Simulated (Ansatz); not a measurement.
Os, DFT, r2SCAN, all-electron PAW with datasets made for the crystal, scalar-relativistic (Ansatz 0.2.0), run on 1 thread of Arm Neoverse V1 on a shared host.

The cell is the one relaxed in the Materials Project (mp-49), not relaxed further here; entries there can be hypothetical. The listed cell was then made from it by scaling, straining or moving an atom.

Command: `ansatz run input.yaml --threads 1 --pin off --max-ram 2048MiB --backend cpu --events-out ev --progress --plain --runs-dir out`

```yaml
crystal:
  lattice:
    - [2.7461342319, -0.0274613423, 0.0]
    - [-1.396849336, 2.3919526782, 0.0]
    - [0.0, 0.0, 4.32631422]
  atoms:
    - { symbol: Os, position: [0.3333333333, 0.6666666667, 0.25] }
    - { symbol: Os, position: [0.6666666667, 0.3333333333, 0.75] }
kpoints:
  mp_grid: { grid: [15, 15, 9] }
scf:
  occupations: { method: fermi_dirac, width: 0.05 }
hamiltonian:
  xc: r2scan
  pseudopotentials: { kind: all_electron, datasets: crystal }
output:
  forces: true
  stress: true
  eigenvalues: true
  efg: { contact_densities: true }
```

Problem. How large is the problem that the program sets up?

Solution. 565 irreducible k-points, 313 plane waves at Γ, 21 bands.

Problem. Estimate the wall time and the peak memory.

Solution. 2.1 min of wall time for 9 SCF iterations, with a peak of 1.5 GiB. Times on shared machines scatter by tens of per cent.

Problem. And the same cell and mesh by PAW (frozen-core files), asked for forces, stress, eigenvalues, efg, on the same hardware?

Solution. 37 s, peak memory 0.64 GiB.
